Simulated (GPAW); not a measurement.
SnSe2:

```
Sn Se
1.0
     3.81100    0.00000    0.00000
    -1.90550    3.30042    0.00000
     0.00000    0.00000    6.13600
Sn Se
1 2
Direct
  0.00000 0.00000 0.00000
  0.66667 0.33333 0.75100
  0.33333 0.66667 0.24900
```

Base run:

* Program: GPAW 26.7.0
* Functional: PBE
* Potentials or basis: GPAW PAW data sets (gpaw-data 1.2.1)
* Cutoff: 500 eV
* Basis: pw
* k mesh: 7 × 7 × 4
* Occupations: fermi-dirac, width 0.05 eV
* Spin: no spin polarisation

Its results: band gap on the k mesh 0.82 eV, indirect (least direct gap 1.11 eV); largest force 0.761 eV/Å.

Question: The run is repeated on the same cell with these changes: functional from PBE to PBE0; cutoff from 500 eV to 450 eV; k mesh from 7 × 7 × 4 to 4 × 4 × 2. What comes out?

Answer: Band gap on the k mesh 2.29 eV, indirect (least direct gap 2.61 eV); largest force 0.240 eV/Å.

Several settings changed at once, so the effect can't be laid on one alone.

Caveats: some runs use coarse meshes; spin-orbit coupling is left out, which moves the levels of the heavy elements; the cutoff is short for stress and forces, so pressures can be off by a GPa or more (some runs); an odd mesh through Γ misses points on the zone boundary, where band edges often lie (some runs); exact exchange converges slowly with the k mesh, and this mesh is small (some runs); the PAW data sets were made with another functional, which shifts forces and pressure a little (some runs).
